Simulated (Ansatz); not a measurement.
A 4-atom cell of BN started from a crystallographic database, relaxed with r2SCAN+rVV10 in Ansatz 0.2.0. The symmetry is P6_3/mmc (No. 194, hexagonal); conventional cell a = 2.501 Å, c = 6.524 Å, 8.83 Å³ an atom. Around B lie 3 N at 1.44 Å; around N lie 3 B at 1.44 Å.

The axes x, y and z are those of this cell:
```yaml
crystal:
  lattice:
    - [2.50058, 0.00000, 0.00000]
    - [-1.25029, 2.16557, 0.00000]
    - [0.00000, 0.00000, 6.52364]
  atoms:
    - { symbol: B, position: [0.33333, 0.66667, 0.25000] }
    - { symbol: B, position: [0.66667, 0.33333, 0.75000] }
    - { symbol: N, position: [0.33333, 0.66667, 0.75000] }
    - { symbol: N, position: [0.66667, 0.33333, 0.25000] }
```

Unstrained: With PBE the valence top lies at Γ–K (0.91 of the way from Γ) and the conduction bottom at M, 4.210 eV higher; the smallest vertical gap, at H, is 4.652 eV. With r2SCAN the valence top lies at Γ–K (0.91 of the way from Γ) and the conduction bottom at M, 4.764 eV higher; the smallest vertical gap, at M, is 5.218 eV. With HSE06 the valence top lies at Γ–K (0.91 of the way from Γ) and the conduction bottom at M, 5.518 eV higher; the smallest vertical gap, at M, is 6.015 eV. Meshes: PBE 12×12×4, r2SCAN 12×12×4, HSE06 9×9×4. Strains are changes of length per length. After each strain the atoms were relaxed again with r2SCAN+rVV10 within the symmetry that the strain leaves, so tilts or polar shifts that break it weren't tested; points keep the names that they have in the unstrained zone. The values are computed, spin-unpolarised, and not measurements.

Question: Estimate what uniaxial +4.03 % along x, other directions held does to the gap.

Answer: PBE: the gap goes from 4.210 to 4.025 eV (-0.185 eV); the edges go from Γ–K (0.91) → M to (0.234, 0.372, 0) → M. r2SCAN: the gap goes from 4.764 to 4.571 eV (-0.193 eV); the edges go from Γ–K (0.91) → M to (0.234, 0.372, 0) → M. HSE06: the gap goes from 5.518 to 5.327 eV (-0.191 eV); the edges go from Γ–K (0.91) → M to (0.234, 0.372, 0) → M.

Question: For epitaxial -5.46 % in the xy plane, how far does the free direction move, and what happens to the gap?

Answer: The normal strain at zero normal stress is -0.01 %, 0.00 of the in-plane strain with the sign turned. PBE: the gap goes from 4.210 to 4.478 eV (+0.268 eV); the edges go from Γ–K (0.91) → M to Γ–K (0.93) → M. r2SCAN: the gap goes from 4.764 to 5.031 eV (+0.267 eV); the edges go from Γ–K (0.91) → M to Γ–K (0.93) → M. HSE06: the gap goes from 5.518 to 5.783 eV (+0.265 eV); the edges go from Γ–K (0.91) → M to Γ–K (0.93) → M.

Question: Estimate what uniaxial +5.91 % along y, other directions held does to the gap.

Answer: PBE: the gap goes from 4.210 to 3.887 eV (-0.323 eV); the M points, equivalent before, split by 154 meV, and the conduction bottom lies at those like (0, 1/2, 0); the edges go from Γ–K (0.91) → M to Γ–K (0.87) → M. r2SCAN: the gap goes from 4.764 to 4.423 eV (-0.341 eV); the M points, equivalent before, split by 175 meV, and the conduction bottom lies at those like (0, 1/2, 0); the edges go from Γ–K (0.91) → M to Γ–K (0.87) → M. HSE06: the gap goes from 5.518 to 5.184 eV (-0.334 eV); the M points, equivalent before, split by 166 meV, and the conduction bottom lies at those like (0, 1/2, 0); the edges go from Γ–K (0.91) → M to Γ–K (0.87) → M.

Question: Apply isotropic -4.22 % on every length. How far does the gap move, against the unstrained cell?

Answer: PBE: the gap goes from 4.210 to 4.330 eV (+0.120 eV); the edges go from Γ–K (0.91) → M to Γ–K (0.90) → M. r2SCAN: the gap goes from 4.764 to 4.893 eV (+0.129 eV); the edges go from Γ–K (0.91) → M to Γ–K (0.90) → M. HSE06: the gap goes from 5.518 to 5.639 eV (+0.121 eV); the edges go from Γ–K (0.91) → M to Γ–K (0.90) → M.

Where an edge lies off the special points, it is a point of the mesh or the k point where a search put PBE's edge or least direct gap, reused for the other functionals, whose own edges may lie a little apart.

Coordinates of k points refer to the reciprocal vectors of the primitive cell of the runs.

The meshes of the hybrids are coarse, so their gaps aren't converged to the digits shown.
